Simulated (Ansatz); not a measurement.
# interstitial N in Nb: molecular dynamics, part 2 of 2

Purpose: to see whether the interstitial stays in its void or moves on. The start is relaxed first. Runs: 300 steps of 1.5 fs at constant energy, with velocities drawn for 1200 K; 300 steps of 1.5 fs under a Nosé-Hoover thermostat at 840 K. The host cell (bcc) has 16 atoms; the extra atom is the last.

Ansatz 0.2.0; DFT PBE, plane waves, PAW, scalar-relativistic, no spin polarisation. Earlier steps stand in the parts before.

### Step 7. Positions and forces

Positions (Å) and forces (eV/Å):

```xyz
17
Lattice="6.600 0.000 0.000 0.000 6.600 0.000 0.000 0.000 6.600" Properties=species:S:1:pos:R:3:forces:R:3 pbc="T T T" time_fs=75.0 T=557 dE=1.3314
Nb    0.184    0.033    0.145    3.429    0.267   -0.699
Nb    2.976    0.094    0.066    0.377   -0.157   -0.515
Nb    0.062    3.327   -0.007   -0.081    0.082   -0.017
Nb   -0.046    0.003    3.413    0.324    0.332   -0.839
Nb    1.641    1.885    1.829    0.313   -0.672   -0.621
Nb    3.418    3.258   -0.160   -0.962    0.602    0.905
Nb    3.173    0.136    3.193    0.555   -0.750    0.748
Nb    5.130    1.682    1.676   -1.566   -0.181   -0.332
Nb   -0.018    3.372    3.369    0.146   -0.066   -0.525
Nb    1.721    4.952    1.697   -0.268   -0.203    0.207
Nb    1.587    1.787    4.963    0.208   -0.449   -0.326
Nb    3.429    3.380    3.187   -0.817   -0.186    0.428
Nb    5.016    4.985    1.420   -0.572    0.092    1.626
Nb    4.884    1.513    4.986    0.466    1.045   -0.035
Nb    1.610    4.979    4.921    0.272    0.057   -0.146
Nb    4.817    5.006    4.896    0.715   -0.198    0.089
N     4.949   -0.098   -0.150   -2.539    0.385    0.049
17
Lattice="6.600 0.000 0.000 0.000 6.600 0.000 0.000 0.000 6.600" Properties=species:S:1:pos:R:3:forces:R:3 pbc="T T T" time_fs=150.0 T=807 dE=0.8150
Nb    0.382    0.056   -0.067   -0.186   -0.102    0.422
Nb    3.052    0.062   -0.030    1.185   -0.567    0.140
Nb    0.001    3.357    0.028   -0.135   -0.023   -0.357
Nb    0.018    0.086    3.224    0.294   -0.353    0.536
Nb    1.672    1.708    1.636   -0.430    0.388    0.661
Nb    3.178    3.422    0.063    0.913   -0.547   -0.417
Nb    3.366   -0.023    3.393   -0.472    0.762   -0.641
Nb    4.785    1.622    1.549    1.363    0.587    0.561
Nb   -0.042    3.329    3.216   -0.245   -0.153    0.709
Nb    1.632    4.913    1.747   -0.055    0.426   -0.362
Nb    1.662    1.726    4.847   -0.076    0.543   -0.038
Nb    3.224    3.318    3.361    1.165    0.077   -0.326
Nb    4.906    5.077    1.728    0.156   -0.366   -1.248
Nb    5.013    1.742    5.002   -0.449   -0.669   -0.116
Nb    1.672    4.942    4.855   -0.293   -0.318    0.290
Nb    5.042    5.032    5.015   -0.491    0.394    0.415
N     5.085    0.055    0.039   -2.244   -0.080   -0.229
17
Lattice="6.600 0.000 0.000 0.000 6.600 0.000 0.000 0.000 6.600" Properties=species:S:1:pos:R:3:forces:R:3 pbc="T T T" time_fs=225.0 T=803 dE=0.8221
Nb    0.324    0.144   -0.138   -0.549   -0.721    0.742
Nb    2.999   -0.075   -0.037    0.829    1.092    0.359
Nb   -0.077    3.337   -0.026    0.550    0.194    0.342
Nb    0.111    0.046    3.259   -0.738    0.149    0.229
Nb    1.615    1.695    1.660    0.525    0.505    0.212
Nb    3.227    3.357    0.124    0.133    0.025   -0.809
Nb    3.335    0.085    3.312   -0.104   -0.732   -0.094
Nb    4.959    1.726    1.652   -0.404   -1.068   -0.721
Nb   -0.117    3.289    3.292    1.023    0.899    0.101
Nb    1.578    4.948    1.713    0.273   -0.525    0.015
Nb    1.723    1.794    4.792   -0.163   -0.466    0.522
Nb    3.407    3.339    3.339   -0.929    0.501   -0.105
Nb    4.896    5.040    1.654    0.550    0.709   -0.048
Nb    4.952    1.691    4.985    0.023   -0.127    0.395
Nb    1.619    4.806    4.861    0.346    0.927   -0.068
Nb    5.028    5.124    5.115   -0.788   -0.586   -0.843
N     4.979    0.200    0.097   -0.574   -0.778   -0.229
17
Lattice="6.600 0.000 0.000 0.000 6.600 0.000 0.000 0.000 6.600" Properties=species:S:1:pos:R:3:forces:R:3 pbc="T T T" time_fs=300.0 T=478 dE=1.4937
Nb    0.238    0.001    0.093    0.134    0.304   -0.504
Nb    2.948    0.159    0.098   -0.297   -1.461   -0.715
Nb    0.075    3.307    0.039   -0.323    0.398   -0.541
Nb   -0.076    0.057    3.409    0.543   -0.050   -0.673
Nb    1.722    1.897    1.785   -0.701   -1.233   -0.222
Nb    3.367    3.268   -0.146   -0.453    0.804    0.975
Nb    3.200    0.012    3.189    0.374    0.669    0.779
Nb    5.056    1.583    1.612   -0.256    1.425    0.695
Nb    0.079    3.447    3.377   -1.048   -0.950   -0.342
Nb    1.659    4.888    1.669    0.118    0.871    0.201
Nb    1.633    1.714    4.958   -0.176    0.791   -0.624
Nb    3.335    3.401    3.196    0.443   -0.553    0.515
Nb    5.069    5.080    1.526   -1.206   -0.778    0.001
Nb    4.902    1.545    5.033    0.286    1.006   -0.931
Nb    1.645    5.045    4.905   -0.196   -0.967    0.075
Nb    4.745    4.949    4.828    1.639    0.834    1.264
N     4.860    0.151    0.002    1.119   -1.110    0.047
17
Lattice="6.600 0.000 0.000 0.000 6.600 0.000 0.000 0.000 6.600" Properties=species:S:1:pos:R:3:forces:R:3 pbc="T T T" time_fs=375.0 T=695 dE=1.0454
Nb    0.311    0.043    0.087   -0.709    0.062   -0.738
Nb    3.083    0.034   -0.067   -2.596    0.668    0.667
Nb    0.064    3.399   -0.024   -0.299   -0.383    0.397
Nb   -0.030    0.041    3.251    0.066   -0.241    0.337
Nb    1.590    1.677    1.741    0.781    1.191   -0.141
Nb    3.316    3.397   -0.033   -0.307   -0.566    0.039
Nb    3.270    0.110    3.385   -0.059   -0.669   -0.726
Nb    4.921    1.743    1.635   -0.246   -1.418   -0.750
Nb   -0.128    3.263    3.245    1.171    1.015    0.202
Nb    1.739    5.018    1.769   -0.535   -1.132   -0.190
Nb    1.566    1.831    4.911    0.661   -0.882   -0.063
Nb    3.340    3.283    3.312   -0.613    0.691   -0.139
Nb    4.854    4.878    1.559    1.062    1.569    0.565
Nb    4.969    1.667    4.940   -0.022    0.140    0.626
Nb    1.640    4.946    4.886    0.254    0.268   -0.165
Nb    5.081    5.042    4.997   -1.073   -0.448   -0.717
N     4.934    0.023   -0.159    2.464    0.136    0.796
17
Lattice="6.600 0.000 0.000 0.000 6.600 0.000 0.000 0.000 6.600" Properties=species:S:1:pos:R:3:forces:R:3 pbc="T T T" time_fs=450.0 T=571 dE=1.3027
Nb    0.314    0.088   -0.174   -1.171   -0.099    1.199
Nb    2.967    0.017   -0.013   -0.753    0.046    0.127
Nb   -0.093    3.343    0.051    0.398   -0.183   -0.539
Nb    0.114    0.008    3.234   -0.353    0.686    0.197
Nb    1.651    1.781    1.623   -0.500   -0.873    0.648
Nb    3.188    3.347    0.127    0.617    0.135   -0.796
Nb    3.400   -0.009    3.330   -0.833    0.659   -0.167
Nb    4.794    1.576    1.553    1.402    0.978    0.545
Nb   -0.018    3.349    3.252   -0.459   -0.487    0.518
Nb    1.572    4.833    1.694    0.490    1.337   -0.003
Nb    1.738    1.705    4.790   -0.505    0.678    0.457
Nb    3.306    3.402    3.410    0.676   -0.906   -0.917
Nb    4.965    5.210    1.710   -0.210   -1.988   -0.752
Nb    5.000    1.754    5.080   -0.344   -0.828   -0.886
Nb    1.697    4.892    4.851   -0.423    0.110    0.392
Nb    4.996    5.091    5.056   -0.007   -0.821   -0.594
N     4.877   -0.092   -0.027    1.975    1.556    0.571
```

Reading of run 1. The temperature starts at 1200 K and averages 619 K in the second half, where it ranges from 422 to 913 K; a mean near half the start is what vibrations about a minimum give, since they share energy equally between motion and strain. The total energy strays from its start by at most 0.15 meV/atom, 0.2 % of the mean kinetic energy, so a step of 1.5 fs is short enough over this time. The farthest move is 0.29 Å, against a mean nearest distance of 2.8 Å at the start: no atom has changed site so far. The interstitial N17 strays up to 0.30 Å from where this run began and ends 0.16 Å from it (the host's drift taken out), so it has kept its site.

### Step 8. Run 2

300 steps of 1.5 fs under a Nosé-Hoover thermostat at 840 K, starting from the last frame of an earlier run, with new velocities.

Input file input.yaml:

```yaml
accuracy: low
crystal:
  lattice:
    - [6.6, 0.0, 0.0]
    - [0.0, 6.6, 0.0]
    - [0.0, 0.0, 6.6]
  atoms:
    - { symbol: Nb, position: [0.04762732, 0.01337531, -0.02643135] }
    - { symbol: Nb, position: [0.4496093, 0.00249916, -0.00190737] }
    - { symbol: Nb, position: [-0.01412241, 0.5065626, 0.00768919] }
    - { symbol: Nb, position: [0.01725308, 0.00122373, 0.49000888] }
    - { symbol: Nb, position: [0.2502197, 0.26990356, 0.24594962] }
    - { symbol: Nb, position: [0.48306996, 0.50715464, 0.01927807] }
    - { symbol: Nb, position: [0.51508955, -0.00128111, 0.50455515] }
    - { symbol: Nb, position: [0.72638523, 0.23876863, 0.23532805] }
    - { symbol: Nb, position: [-0.00266487, 0.50743021, 0.49272511] }
    - { symbol: Nb, position: [0.23821995, 0.73233605, 0.25659154] }
    - { symbol: Nb, position: [0.2633573, 0.25839201, 0.72582339] }
    - { symbol: Nb, position: [0.50093808, 0.51547191, 0.51666045] }
    - { symbol: Nb, position: [0.75229354, 0.78938018, 0.25914403] }
    - { symbol: Nb, position: [0.75757406, 0.26578098, 0.76974106] }
    - { symbol: Nb, position: [0.25718359, 0.74117899, 0.73505159] }
    - { symbol: Nb, position: [0.75701136, 0.77144681, 0.7660999] }
    - { symbol: "N", position: [0.73899518, -0.01395108, -0.00413193] }
basis:
  ecutwfc: 420.0
kpoints:
  mp_grid: { grid: [2, 2, 2] }
hamiltonian:
  xc: pbe
scf:
  occupations: { method: fermi_dirac, width: 0.1 }
  lower_state_search: "off"
md:
  timestep: 1.5
  n_steps: 300
  ensemble: nvt_nose_hoover
  temperature: 840.0
  initial_velocities: maxwell_boltzmann
  seed: 937193
  nose_hoover: { tau: 50.0, chain_length: 3 }
```

The run is started by

```sh
ansatz run input.yaml --threads 2 --pin off --max-ram 5120MiB --backend cpu --events-out ev --progress --plain --runs-dir out
```

Log, cut to the lines that bear on the results:

```text
Warning: md: disabling space-group detection — thermal motion breaks the input geometry's symmetry, so no spatial operation reduces the k-mesh or symmetrises the density; time reversal is kept, so that k and −k are solved as one point where they differ and the mesh holds both, and exact [...]
Warning: RAYON_NUM_THREADS=2 ignored (pool sized by the plan → 2); use --threads N
[...]
Pseudopotentials: kind: paw
Pseudopotential: Nb, paw, valence charge 13, recommended cutoff 420 eV (normal), Nb.paw.azcp
Pseudopotential: N, paw, valence charge 5, recommended cutoff 420 eV (normal), N.paw.azcp
[...]
md step    20: t =    30.00 fs  T =   662.5 K  F+E_penalty+E_count = -73221.51676203 eV  E_kin = 1.370141 eV  conserved = -73220.19285449 eV  (6 SCF iters)
[...]
md step    30: t =    45.00 fs  T =   626.8 K  F+E_penalty+E_count = -73221.34301146 eV  E_kin = 1.296281 eV  conserved = -73220.19189158 eV  (6 SCF iters)
[...]
md step    40: t =    60.00 fs  T =   833.6 K  F+E_penalty+E_count = -73221.54526989 eV  E_kin = 1.723930 eV  conserved = -73220.19118335 eV  (6 SCF iters)
md step    41: t =    61.50 fs  T =   864.6 K  F+E_penalty+E_count = -73221.58049283 eV  E_kin = 1.788145 eV  conserved = -73220.19126455 eV  (3 SCF iters)
```

### Step 9. The log goes on: dynamics from the last frame of the run before

The log, continued, cut to the lines that bear on the results:

```text
md step    42: t =    63.00 fs  T =   904.0 K  F+E_penalty+E_count = -73221.63192690 eV  E_kin = 1.869569 eV  conserved = -73220.19173724 eV  (3 SCF iters)
[...]
md step    61: t =    91.50 fs  T =  1207.7 K  F+E_penalty+E_count = -73221.76443787 eV  E_kin = 2.497735 eV  conserved = -73220.19129637 eV  (3 SCF iters)
[...]
  atom   4  Nb     1.07769365     0.00471546     0.48955025
  atom   5  Nb     0.06109459    -0.79805617    -0.49694212
  atom   6  Nb    -1.26974055     0.44954188    -0.01175676
  atom   7  Nb    -0.33890311     0.92887534    -1.28650343
  atom   8  Nb    -0.18409397    -0.33105183    -0.13214476
[...]
--- MD trajectory: 300 steps, t = 0.0 → 450.0 fs ---
  final state: T = 1095.2 K   F+E_penalty+E_count = -73222.13322133 eV   E_kin = 2.264953 eV
  conserved energy: peak-to-peak 5.005e-3 eV (2.944e-4 eV/atom) over 450.0 fs
```

Wall time 7.5 min (2 threads of AMD EPYC 9R45 (Zen 5), shared host); peak memory 1 GiB.

### Step 10. Frames and traces

The trajectory, every 22 steps (energies from step 0); msd is the mean square displacement from the start, the centre of mass held:

```tsv
time (fs)	T (K)	potential energy change (meV/atom)	conserved energy change (meV/atom)	msd N (Å²)	msd Nb (Å²)
0.0	840	0.0	0.00	0.000	0.000
33.0	627	29.5	0.02	0.133	0.016
66.0	991	10.6	-0.04	0.199	0.038
99.0	1104	23.4	0.00	0.029	0.064
132.0	809	60.5	0.05	0.036	0.076
165.0	890	53.1	0.13	0.046	0.058
198.0	927	36.7	0.11	0.057	0.032
231.0	924	12.7	0.03	0.296	0.019
264.0	510	57.8	0.12	0.105	0.023
297.0	1004	11.9	0.05	0.047	0.020
330.0	937	28.3	0.04	0.145	0.036
363.0	839	31.7	0.07	0.018	0.060
396.0	777	27.3	0.02	0.008	0.070
429.0	735	28.6	0.05	0.137	0.053
450.0	1095	-12.0	0.02	0.027	0.033
```

time (fs), T (K) and a bar:
```
      0.0        840 ###############
     19.5        696 ########
     39.0        574 ##
     58.5        811 ##############
     78.0       1121 #############################
     97.5       1130 #############################
    117.0        578 ###
    136.5        908 ##################
    156.0        996 #######################
    175.5        986 ######################
    195.0        882 #################
    214.5       1146 ##############################
    235.5        865 ################
    255.0        727 ##########
    274.5        527 
    294.0        960 #####################
    313.5       1075 ###########################
    333.0        935 ####################
    352.5        997 #######################
    372.0        771 ############
    391.5        830 ###############
    411.0        645 ######
    430.5        780 ############
    450.0       1095 ############################
```

Pair distribution over the second half of the run:

```tsv
r (Å)	g Nb–Nb	g Nb–N
0.68	0.00	0.00
0.84	0.00	0.00
1.00	0.00	0.00
1.16	0.00	0.00
1.32	0.00	0.00
1.48	0.00	0.00
1.64	0.00	0.00
1.80	0.00	0.96
1.96	0.00	3.35
2.12	0.00	2.72
2.28	0.00	2.43
2.44	0.03	1.24
2.60	0.98	0.74
2.76	3.50	0.05
2.92	3.68	0.00
3.08	1.79	0.00
3.24	2.42	0.00
```

First peaks of g(r) that rise above 1 (not always the tallest), and, where a minimum follows, the mean number of second-named atoms round a first-named one up to the next minimum:

```tsv
pair	peak (Å)	height	minimum (Å)	neighbours
Nb–Nb	2.84	4.3	-	-
Nb–N	2.04	3.4	2.84	0.4
```

Maxima of the velocity power spectrum (cm⁻¹, relative height; resolution about 150 cm⁻¹): 190 (100), 350 (27).

### Step 11. Frames from the trajectory

Extended XYZ, with forces in eV/Å:

```xyz
17
Lattice="6.600 0.000 0.000 0.000 6.600 0.000 0.000 0.000 6.600" Properties=species:S:1:pos:R:3:forces:R:3 pbc="T T T" time_fs=75.0 T=1071 dE=0.2141
Nb    0.277    0.004    0.019    1.259    0.323   -0.258
Nb    3.187    0.129    0.089   -6.640   -0.300   -0.586
Nb    0.031    3.327   -0.138   -0.180    0.349    0.942
Nb    0.009   -0.005    3.320   -0.230   -0.033    0.063
Nb    1.564    1.644    1.791    0.748    1.376   -0.805
Nb    3.293    3.381   -0.084   -0.106   -0.261    0.648
Nb    3.262    0.038    3.372    0.165   -0.180   -0.379
Nb    5.004    1.920    1.689   -0.725   -2.388   -1.075
Nb   -0.096    3.339    3.244    0.714    0.438    0.471
Nb    1.683    4.963    1.711   -0.120   -0.673    0.018
Nb    1.619    1.753    4.871    0.261   -0.847    0.281
Nb    3.308    3.288    3.275   -0.273    1.015    0.211
Nb    4.920    5.046    1.562    0.497    0.204    0.891
Nb    4.919    1.607    4.903    0.457    0.917    0.885
Nb    1.642    4.870    4.891    0.343    0.600    0.051
Nb    4.959    5.049    5.039   -0.151   -0.343   -0.927
N     4.955    0.156    0.109    3.981   -0.197   -0.434
17
Lattice="6.600 0.000 0.000 0.000 6.600 0.000 0.000 0.000 6.600" Properties=species:S:1:pos:R:3:forces:R:3 pbc="T T T" time_fs=150.0 T=1087 dE=0.5180
Nb    0.190   -0.021    0.169    2.111   -0.007   -1.319
Nb    2.905    0.047   -0.038    1.404   -0.138    0.499
Nb    0.125    3.373    0.047   -0.377   -0.180   -0.311
Nb   -0.158    0.074    3.360    1.155   -0.135   -0.246
Nb    1.738    1.982    1.750   -0.715   -2.165   -0.089
Nb    3.470    3.220   -0.095   -1.295    1.544    0.346
Nb    3.193    0.134    3.217    0.171   -0.326    0.701
Nb    5.013    1.473    1.527   -0.468    2.811    1.613
Nb    0.022    3.337    3.367   -0.328    0.436   -0.285
Nb    1.665    4.997    1.831    0.108   -0.149   -1.005
Nb    1.592    1.748    4.969    0.233    0.603   -0.454
Nb    3.373    3.433    3.204   -0.040   -0.650    0.600
Nb    5.003    4.958    1.517   -0.759    0.029    0.272
Nb    4.969    1.601    5.017   -0.198    0.133   -0.922
Nb    1.648    5.057    4.923   -0.496   -0.937   -0.284
Nb    4.842    4.942    4.810    0.880    0.667    1.566
N     4.896    0.137   -0.031   -1.386   -1.535   -0.681
17
Lattice="6.600 0.000 0.000 0.000 6.600 0.000 0.000 0.000 6.600" Properties=species:S:1:pos:R:3:forces:R:3 pbc="T T T" time_fs=225.0 T=1008 dE=0.1038
Nb    0.410    0.122   -0.135   -2.420   -0.643    0.643
Nb    2.993    0.038   -0.028    2.817   -0.313   -0.209
Nb   -0.017    3.271    0.109   -0.266    0.963   -1.016
Nb    0.110    0.112    3.216   -0.973   -0.824    0.709
Nb    1.660    1.603    1.682    0.232    2.208    0.344
Nb    3.162    3.449    0.065    1.244   -1.031   -0.291
Nb    3.287    0.035    3.299    0.410   -0.290    0.324
Nb    4.871    1.716    1.677    0.424   -0.690   -0.386
Nb   -0.026    3.357    3.281   -0.168   -0.083    0.437
Nb    1.624    4.915    1.641   -0.151    0.161    0.813
Nb    1.711    1.874    4.841   -0.307   -1.196    0.158
Nb    3.386    3.301    3.390   -0.668    0.972   -0.587
Nb    4.886    5.011    1.666    0.643    0.893   -0.599
Nb    4.957    1.611    4.983    0.085    0.676    0.690
Nb    1.565    4.911    4.835    0.647    0.110    0.068
Nb    4.985    5.008    5.018   -0.167    0.421    0.025
N     5.059    0.264    0.215   -1.381   -1.335   -1.122
17
Lattice="6.600 0.000 0.000 0.000 6.600 0.000 0.000 0.000 6.600" Properties=species:S:1:pos:R:3:forces:R:3 pbc="T T T" time_fs=300.0 T=1054 dE=0.1318
Nb    0.377    0.048   -0.060   -0.208    0.399    0.543
Nb    3.024    0.082    0.035    2.109    0.022    0.248
Nb   -0.115    3.412   -0.146    1.338   -0.773    1.377
Nb    0.037   -0.042    3.307    0.470    0.722   -0.127
Nb    1.640    1.810    1.710   -0.303   -1.049   -0.024
Nb    3.250    3.314    0.078   -0.248    0.638   -0.731
Nb    3.435   -0.068    3.397   -1.204    1.151   -0.952
Nb    4.963    1.786    1.703   -0.293   -0.720   -0.870
Nb   -0.135    3.263    3.261    1.087    0.893    0.036
Nb    1.599    4.948    1.668    0.312   -0.418    0.273
Nb    1.687    1.576    4.848   -0.064    1.718   -0.157
Nb    3.223    3.375    3.267    0.880   -0.625    0.437
Nb    4.964    5.163    1.610   -0.317   -1.018   -0.108
Nb    4.963    1.811    5.048   -0.274   -1.890   -0.289
Nb    1.698    4.841    4.866   -0.477    0.295    0.023
Nb    4.954    5.071    4.985   -0.221   -0.416    0.167
N     5.085   -0.085   -0.042   -2.588    1.070    0.154
17
Lattice="6.600 0.000 0.000 0.000 6.600 0.000 0.000 0.000 6.600" Properties=species:S:1:pos:R:3:forces:R:3 pbc="T T T" time_fs=375.0 T=727 dE=0.6868
Nb    0.144   -0.013    0.144    4.109    0.372   -0.530
Nb    2.992    0.110    0.113   -0.709   -0.311   -1.051
Nb    0.202    3.321    0.057   -1.740    0.106   -0.743
Nb   -0.040    0.071    3.379   -0.070   -0.357   -0.671
Nb    1.610    1.779    1.757    0.173    0.592   -0.106
Nb    3.337    3.357   -0.152    0.194   -0.774    1.001
Nb    3.132    0.214    3.172    1.187   -1.468    1.223
Nb    4.997    1.603    1.515   -0.165    0.542    0.676
Nb    0.047    3.412    3.293   -0.637   -0.933    0.357
Nb    1.723    4.856    1.824   -0.274    1.202   -0.965
Nb    1.588    1.842    4.937    0.437   -0.998   -0.089
Nb    3.442    3.341    3.218   -0.705   -0.142    0.207
Nb    4.955    4.977    1.502    0.002   -0.309    1.277
Nb    4.941    1.477    4.944   -0.038    1.815    0.129
Nb    1.697    5.008    4.958   -0.535    0.231   -0.254
Nb    4.821    5.059    4.941    0.753   -1.801   -1.627
N     4.922   -0.261   -0.201   -1.982    2.234    1.167
17
Lattice="6.600 0.000 0.000 0.000 6.600 0.000 0.000 0.000 6.600" Properties=species:S:1:pos:R:3:forces:R:3 pbc="T T T" time_fs=450.0 T=1095 dE=-0.2033
Nb    0.285    0.004   -0.017   -0.872    1.017    0.336
Nb    3.046    0.020   -0.165   -2.019    0.280    1.463
Nb   -0.087    3.361    0.019    1.704   -0.200    0.362
Nb   -0.075    0.065    3.222    1.078    0.005    0.490
Nb    1.666    1.834    1.748    0.061   -0.798   -0.497
Nb    3.378    3.332    0.022   -1.270    0.450   -0.012
Nb    3.298   -0.023    3.384   -0.339    0.929   -1.286
Nb    4.941    1.625    1.617   -0.184   -0.331   -0.132
Nb   -0.050    3.307    3.377    0.410    0.467   -1.183
Nb    1.688    5.041    1.699   -0.142   -1.021    0.251
Nb    1.661    1.836    4.932   -0.336   -0.298   -0.396
Nb    3.326    3.358    3.343   -0.093   -0.087   -0.329
Nb    4.972    4.902    1.661   -0.388    0.972   -0.523
Nb    4.952    1.733    4.962    0.044   -1.243    0.260
Nb    1.548    5.019    4.835    0.759   -0.868    0.260
Nb    5.040    4.954    4.947   -1.158    0.706    0.303
N     4.892    0.049   -0.110    2.744    0.023    0.634
```

Reading of run 2. Against a set 840 K the second half averages 829 K with a spread of 166 K (in equilibrium 17 atoms would scatter by about 171 K, over a far longer run). The conserved energy strays from its start by at most 0.18 meV/atom, 0.2 % of the mean kinetic energy, which is good for a step of 1.5 fs. The farthest move is 0.57 Å, against a mean nearest distance of 2.6 Å at the start: no atom has changed site so far. The interstitial N17 strays up to 0.57 Å from where this run began and ends 0.17 Å from it (the host's drift taken out), so it has kept its site.

### Step 12. Summary of results

The summary covers parts 1 to 2.

| quantity | value |
| --- | --- |
| relaxation of the start | 8 moves, 2.619 eV lower |
| run 1: length | 300 steps of 1.5 fs |
| run 1: temperature, first and last step | 1200 and 571 K |
| run 1: temperature, second half | mean 619 K, from 422 to 913 K |
| run 1: potential energy, second half | +71 meV/atom from this run's first step |
| run 1: largest change of the total energy | 0.15 meV/atom |
| run 1: mean square displacement, second half | N 0.028, Nb 0.015 Å² |
| run 2: length | 300 steps of 1.5 fs |
| run 2: temperature, first and last step | 840 and 1095 K |
| run 2: temperature, second half | mean 829 K, from 507 to 1134 K |
| run 2: potential energy, second half | +27 meV/atom from this run's first step |
| run 2: largest change of the conserved energy | 0.18 meV/atom |
| run 2: mean square displacement, second half | N 0.093, Nb 0.041 Å² |

What this shows: Mean temperatures of the second halves: 619 K, 829 K. In the last run: the interstitial N17 strays up to 0.57 Å from where this run began and ends 0.17 Å from it (the host's drift taken out), so it has kept its site. Averages from a run of 450 fs with 17 atoms are rough. The cell holds an odd number of electrons and spin is off, so an unpaired electron is smeared over both spins. The settings are cheap ones for dynamics (low accuracy level or one k-point).
